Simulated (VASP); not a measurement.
A run of VASP 6.6.1 is set up as follows.

Contents of INCAR:

```
SYSTEM = CdSe
  PREC = Accurate
  ENCUT = 600
  EDIFF = 1E-7
  ISMEAR = 0
  SIGMA = 0.1
  LREAL = .FALSE.
  LASPH = .TRUE.
  NELM = 80
  ALGO = Normal
  ISIF = 3
  LWAVE = .FALSE.
  LCHARG = .FALSE.
  GGA = RP
  IBRION = 2
  NSW = 90
  EDIFFG = -0.005
```

Contents of KPOINTS:

```
Automatic mesh
0
G
  12 12 12
  0 0 0
```

The input POSCAR:

```
CdSe
1.0
    0.0000000000      2.8739580000      2.8739580000
    2.8739580000      0.0000000000      2.8739580000
    2.8739580000      2.8739580000      0.0000000000
Cd Se
1 1
Direct
    0.0000000000      0.0000000000      0.0000000000
    0.5000000000      0.5000000000      0.5000000000
```

Potentials or basis: VASP PAW PBE potentials, release 64 (Cd, Se).

Command:

```console
$ cat potpaw_PBE.64/Cd/POTCAR potpaw_PBE.64/Se/POTCAR > POTCAR
$ mpirun -np 1 vasp_std > vasp.out
```

What does it give for the space group after relaxing (to 0.05 Å)?

Fm-3m (No. 225).

Estimate the band gap on the k mesh.

none (metal or under the smearing width).

Predict the relaxed cell.

a = 4.116 Å, b = 4.116 Å, c = 4.116 Å, α = 60.00°, β = 60.00°, γ = 60.00°.

Final structure:
```
Cd Se
1.0
     0.00000    2.91043    2.91043
     2.91043    0.00000    2.91043
     2.91043    2.91043    0.00000
Cd Se
1 1
Direct
  0.00000 0.00000 0.00000
  0.50000 0.50000 0.50000
```
